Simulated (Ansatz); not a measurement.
# Si: a slab and its surfaces, (211), 1 layers

Aim: cut a slab of Si (211), 1 layers from the relaxed bulk, relax it, and get surface energy and work function. The runs shown use PAW. Its runs: bulk cell relaxed (PAW); bulk in the slab's orientation (PAW); the reference run (PAW); no images along the normal (PAW).

Program: Ansatz 0.2.0. Level of theory: DFT, PBE, PAW with Ansatz's default frozen-core files, scalar-relativistic. These are calculated values, not measurements.

1 further run of the same task is left out (it didn't finish). Runs told in other sessions of the task aren't counted.

### Step 1. The system as given

It takes space group Fm-3m (No. 225, cubic). Conventional cell: a = 4.000 Å, b = 4.000 Å, c = 4.000 Å, α = 90.00°, β = 90.00°, γ = 90.00°. Si (site symmetry m-3m) is surrounded by 12 Si at 2.83 Å.

As a file:

```
CELL_PARAMETERS angstrom
0.00000 2.00000 2.00000
2.00000 0.00000 2.00000
2.00000 2.00000 0.00000
ATOMIC_POSITIONS crystal
Si 0.00000 0.00000 0.00000
```

### Step 2. Bulk cell relaxed, PAW

input.yaml

```yaml
crystal:
  lattice:
    - [0.0, 2.0, 2.0]
    - [2.0, 0.0, 2.0]
    - [2.0, 2.0, 0.0]
  atoms:
    - { symbol: Si, position: [0.0, 0.0, 0.0] }
kpoints:
  mp_grid: { grid: [19, 19, 19] }
scf:
  occupations: { method: fermi_dirac, width: 0.05 }
hamiltonian:
  xc: pbe
  pseudopotentials: { kind: paw }
output:
  forces: true
  stress: true
  write_density: true
  write_potential: true
  elf: true
  volumetric_format: npy
relax:
  f_tol: 0.005
  max_steps: 40
  cell: {}
```

Run with:

```sh
ansatz run input.yaml --threads 1 --pin off --max-ram 3584MiB --backend cpu --events-out ev --progress --plain --runs-dir out
```

After this run come: Bulk in the slab's orientation, PAW; Slab as cut, PAW; No images along the normal, PAW.

**Question.** What will these runs give? Wanted: surface energy; work function.

**Answer**, as computed:

| quantity | value |
| --- | --- |
| surface energy (PAW, cut) | 0.91 J/m² |
| work function (PAW, cut) | 4.91 eV |

**Reading.** Thickness wasn't converged, and no reconstruction was sought.
